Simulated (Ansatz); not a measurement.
The system is WC.

```
W C
1.0
     0.00000    2.19268    2.19268
     2.19268    0.00000    2.19268
     2.19268    2.19268    0.00000
W C
1 1
Direct
  0.00000 0.00000 0.00000
  0.50000 0.50000 0.50000
```

Measurements of this composition are mostly on another form, of space group No. 187.

* Program: Ansatz 0.2.0
* Task: relaxation of cell and atoms
* Functional: PBEsol
* Potentials or basis: Ansatz PAW
* Cutoff: 420 eV (not typed: the program's choice for these potentials)
* k mesh: 10 × 10 × 10
* Occupations: fermi-dirac, width 0.05 eV
* Spin: no spin polarisation
* Hubbard terms: W d U = 5 eV

At the start: volume 10.54 Å³/atom.

Task: How do energy, volume and symmetry change on relaxing?

Result: It ends after 7 steps and the volume is 10.27 Å³/atom (-2.6 %); space group Fm-3m (No. 225, to 0.05 Å).

Step by step:
```
step  energy change (eV)  largest force (eV/Å)  volume (Å³)
   1              0.0000                0.0000        21.08
   2             -0.0141                0.0000        20.30
   3             -0.0173                0.0000        20.56
   4             -0.0173                0.0000        20.55
   5             -0.0163                0.0000        20.55
   6             -0.0163                0.0000        20.54
   7             -0.0163                0.0000        20.54
```

Final structure:
```yaml
crystal:
  lattice:
    - [0.00000, 2.17381, 2.17381]
    - [2.17381, 0.00000, 2.17381]
    - [2.17381, 2.17381, 0.00000]
  atoms:
    - { symbol: W, position: [0.00000, 0.00000, 0.00000] }
    - { symbol: C, position: [0.50000, 0.50000, 0.50000] }
```

Caveat: the plane-wave basis is chosen anew once the cell has moved, so the energies of steps on either side of that aren't comparable; the pressure holds a Pulay correction of +0.3 GPa for the finite cutoff; U without spin polarisation on a metal has little footing; the PAW data sets come from PBE, with cores solved anew for the run's functional, which leaves a small shift of forces and pressure; the U is typed as a test and isn't derived for this compound.
